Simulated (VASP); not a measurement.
# Si (Fm-3m) in VASP: notebook, part 2 of 2

VASP 6.6.1. Earlier steps stand in the parts before.

## 4. Relaxation of the atoms, PBEsol (a relaxed cell with its volume scaled by 0.94)

INCAR reads:

```
SYSTEM = Si
PREC     = Accurate       ! precision mode
ENCUT    = 600            ! plane-wave cutoff, eV
EDIFF    = 1E-7           ! SCF threshold, eV
ISMEAR   = 1              ! smearing method
SIGMA    = 0.1            ! smearing width, eV
LREAL    = .FALSE.        ! projectors in reciprocal space
LASPH    = .TRUE.         ! aspherical terms in the spheres
NELM     = 80             ! most SCF steps
ALGO     = Fast           ! electronic algorithm
ISIF     = 2              ! what is computed and relaxed
LWAVE    = .FALSE.        ! write WAVECAR
LCHARG   = .FALSE.        ! write CHGCAR
GGA      = PS             ! functional
IBRION   = 2              ! ionic algorithm
NSW      = 40             ! ionic steps
EDIFFG   = -0.01          ! ionic threshold
```

KPOINTS reads:

```
regular mesh
0
G
  16 16 16
  0 0 0
```

POSCAR reads:

```
Si                                      
1.0
    0.0000000000      1.8761843741      1.8761843741
    1.8761843741      0.0000000000      1.8761843741
    1.8761843741      1.8761843741      0.0000000000
  Si            
     1
Direct
     0.0000000000000000    0.0000000000000000    0.0000000000000000
```

Potentials or basis: VASP PAW PBE potentials, release 64 (Si).

Command:

```console
> cat potpaw_PBE.64/Si/POTCAR > POTCAR
> mpirun -np 1 vasp_std > vasp.out
```

OUTCAR:

```text
SYSTEM = Si
   PREC = Accurate
   ENCUT = 600
   EDIFF = 1E-7
   ISMEAR = 1
   LREAL = .FALSE.
   LASPH = .TRUE.
   NELM = 80
   ISIF = 2
   GGA = PS
   IBRION = 2
   NSW = 40
   EDIFFG = -0.01

 ion  position               nearest neighbor table
   1  0.000  0.000  0.000-

  LATTYP: Found a face centered cubic cell.
 ALAT       =     3.7523687482

  Lattice vectors:

 A1 = (   0.0000000000,   1.8761843741,   1.8761843741)
 A2 = (   1.8761843741,   0.0000000000,   1.8761843741)
 A3 = (   1.8761843741,   1.8761843741,   0.0000000000)

Analysis of symmetry for initial positions (statically):
=====================================================================
 Subroutine PRICEL returns:
 Original cell was already a primitive cell.

 Routine SETGRP: Setting up the symmetry group for a
 face centered cubic supercell.

 Subroutine GETGRP returns: Found 48 space group operations
 (whereof 48 operations were pure point group operations)
 out of a pool of 48 trial point group operations.

The static configuration has the point symmetry O_h .
[... 162 lines left out ...]

 E-fermi :  11.3599     XC(G=0): -11.6154

 val. band max:       11.3437330993   @ k =   0.5000   0.3750   0.0000
 cond. band min:      11.3790838441   @ k =  -0.2500   0.1250   0.0000
 fundamental gap:      0.0353507448
 Fermi energy:        11.3599356443

 k-point     1 :       0.0000    0.0000    0.0000
  band No.  band energies     occupation
      1      -3.9541      2.00000
      2      23.6428      0.00000
      3      23.6428      0.00000
      4      23.6524      0.00000
      5      23.6583      0.00000
      6      23.6583      0.00000
[... 199 lines left out ...]
 k-point    24 :      -0.0625    0.0625    0.0000
  band No.  band energies     occupation
      1      -3.6316      2.00000
      2      20.0437      0.00000
      3      20.4756      0.00000
      4      23.7476      0.00000
      5      23.9712      0.00000
      6      25.5926      0.00000

 [... further k-points ...]

------------------------ aborting loop because EDIFF is reached ----------------------------------------

  FORCE on cell =-STRESS in cart. coord.  units (eV):
  Direction    XX          YY          ZZ          XY          YZ          ZX
  --------------------------------------------------------------------------------------
  -------------------------------------------------------------------------------------
  Total        0.5753517      0.5753517      0.5753517     -0.0000000     -0.0000000     -0.0000000
  in kB       69.7890789     69.7890789     69.7890789     -0.0000000     -0.0000000     -0.0000000
  external PRESSURE =      69.7890789 kB  Pullay stress =       0.0000000 kB

 VOLUME and BASIS-vectors are now :
 -----------------------------------------------------------------------------
  energy-cutoff  :      600.00
  volume of cell :       13.21
      direct lattice vectors                 reciprocal lattice vectors
     0.000000000  1.876184374  1.876184374    -0.266498329  0.266498329  0.266498329
     1.876184374  0.000000000  1.876184374     0.266498329 -0.266498329  0.266498329
     1.876184374  1.876184374  0.000000000     0.266498329  0.266498329 -0.266498329

 POSITION                                       TOTAL-FORCE (eV/Angst)
 -----------------------------------------------------------------------------------
      0.00000      0.00000      0.00000         0.000000      0.000000      0.000000
 -----------------------------------------------------------------------------------
    total drift:                                0.000000      0.000000      0.000000

  FREE ENERGIE OF THE ION-ELECTRON SYSTEM (eV)
  ---------------------------------------------------
  free  energy   TOTEN  =        -5.3218142212 eV

  energy  without entropy=       -5.3220907135  energy(sigma->0) =       -5.32190639

 reached required accuracy - stopping structural energy minimisation
```

OSZICAR:

```text
N       E                     dE             d eps       ncg     rms          rms(c)
DAV:   1    -0.123253858382E+01   -0.12325E+01   -0.19756E+03  1848   0.583E+02
DAV:   2    -0.531432776680E+01   -0.40818E+01   -0.38165E+01  2364   0.473E+01
DAV:   3    -0.535030761339E+01   -0.35980E-01   -0.35654E-01  2286   0.486E+00
DAV:   4    -0.535035567364E+01   -0.48060E-04   -0.48060E-04  2304   0.183E-01
DAV:   5    -0.535035573471E+01   -0.61072E-07   -0.61474E-07  2298   0.461E-03    0.328E+00
RMM:   6    -0.533211078837E+01    0.18245E-01   -0.34968E-03  1740   0.396E-01    0.185E+00
RMM:   7    -0.532181131498E+01    0.10299E-01   -0.78379E-03  1740   0.607E-01    0.129E-01
RMM:   8    -0.532181416717E+01   -0.28522E-05   -0.37271E-04  1740   0.205E-01    0.463E-02
RMM:   9    -0.532181629263E+01   -0.21255E-05   -0.32383E-05  1740   0.612E-02    0.132E-02
RMM:  10    -0.532181498386E+01    0.13088E-05   -0.35862E-06  1740   0.207E-02    0.107E-02
RMM:  11    -0.532181404115E+01    0.94271E-06   -0.31196E-07  1683   0.492E-03    0.592E-03
RMM:  12    -0.532181425408E+01   -0.21293E-06   -0.33997E-08  1297   0.207E-03    0.303E-03
RMM:  13    -0.532181422116E+01    0.32917E-07   -0.45125E-09  1151   0.773E-04
   1 F= -.53218142E+01 E0= -.53219064E+01  d E =-.532181E+01
```

CONTCAR:

```text
Si
   1.00000000000000
     0.0000000000000000    1.8761843740999999    1.8761843740999999
     1.8761843740999999    0.0000000000000000    1.8761843740999999
     1.8761843740999999    1.8761843740999999    0.0000000000000000
  Si
     1
Direct
     0.0000000000000000    0.0000000000000000    0.0000000000000000

  0.00000000E+00  0.00000000E+00  0.00000000E+00
```

It took 9.8 s on 1 thread of AMD EPYC 9R45 (Zen 5), shared host; peak memory 0.11 GiB.

Results:

```
Free energy             : -5.3218 eV
Pressure after relaxing : 7.0 GPa
Band gap on the k mesh  : none (metal or under the smearing width)
```

Final structure:
```
Si
1.0
     0.00000    1.87618    1.87618
     1.87618    0.00000    1.87618
     1.87618    1.87618    0.00000
Si
1
Direct
  0.00000 0.00000 0.00000
```

Caveat: the relaxation stopped at its first step, so nothing moved; the PAW data sets were made with another functional, which shifts forces and pressure a little.
